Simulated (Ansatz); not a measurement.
# Is this P structure a true minimum?

The cell was found from a structure generator's guess, not taken from experiment.

Method: Ansatz 0.2.0, DFT PBE, scalar-relativistic, plane waves, PAW. Settings: cutoff 420 eV, Γ-centred mesh 12×12×12 on the computed 6-atom cell, Gaussian smearing of 0.02 eV; no spin polarisation.

The cell below (6 atoms, space group R-3 (No. 148)) is relaxed within its symmetry.

```
P
1.0
     4.66011    2.69052    1.58201
    -4.66011    2.69052    1.58201
     0.00000   -5.38103    1.58201
P
6
Direct
  0.46763 0.28489 0.98915
  0.98915 0.46763 0.28489
  0.28489 0.98915 0.46763
  0.53237 0.71511 0.01085
  0.01085 0.53237 0.71511
  0.71511 0.01085 0.53237
```

For the test a repeat of it with 12 atoms (edges 5.61, 5.61, 8.31 Å) was strained at random (σ = 1.5 % a component), the atoms were moved at random (σ = 0.05 Å), and all was relaxed again on a coarse 4×4×2 mesh (in the run’s order of axes) with 0.10 eV smearing, with no symmetry imposed.

Q: Does it come back?

A: It returns, within 1 meV/atom of the unmoved cell on that mesh and with the same symmetry when read at 0.1 Å (P-1 at 0.01 Å, so small strains and shifts remain). No instability shows in this cell; modes of other wave vectors, which need another repeat, aren't tested.
